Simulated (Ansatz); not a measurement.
Runs of Ansatz 0.2.0 on GaN. The structure is cubic, space group F-43m (No. 216). Conventional cell: a = 4.507 Å, b = 4.507 Å, c = 4.507 Å, α = 90.00°, β = 90.00°, γ = 90.00°. Around Ga (site symmetry -43m) lie 4 N at 1.95 Å. N (site symmetry -43m) is surrounded by 4 Ga at 1.95 Å. The cell is a database's computed one.

```csv
task,level,k mesh,points for each segment of the path,mesh quality,gap on the mesh (eV),pressure (GPa),V0 of scaled cells (Å³/atom),B0 (GPa)
band structure,BHLYP,6 × 6 × 6,4,not flagged,5.90,-2.2,-,-
equation of state,B3LYP,5 × 5 × 5,-,coarse,-,-,(a),185
band structure,B3LYP,6 × 6 × 6,4,not flagged,3.38,(c),-,-
equation of state,BHLYP,5 × 5 × 5,-,coarse,-,-,11.32,(b)
```

Alike in all rows: potentials or basis Ansatz PAW; no spin polarisation; cell as given; cutoff (eV) 420; smearing fermi-dirac 0.05 eV.

Q: Fill in the values left out.

A: (a) 11.68; (b) 212; (c) 4.0.

Caveats: some runs use coarse meshes; the PAW data sets come from PBE, with cores solved anew for the run's functional, which leaves a small shift of forces and pressure (some runs); the thresholds are loose for stress (some runs); the potentials were made for another functional, which shifts forces and pressure (some runs).

A k mesh can miss the band edges, and the runs leave out spin-orbit coupling on Ga.
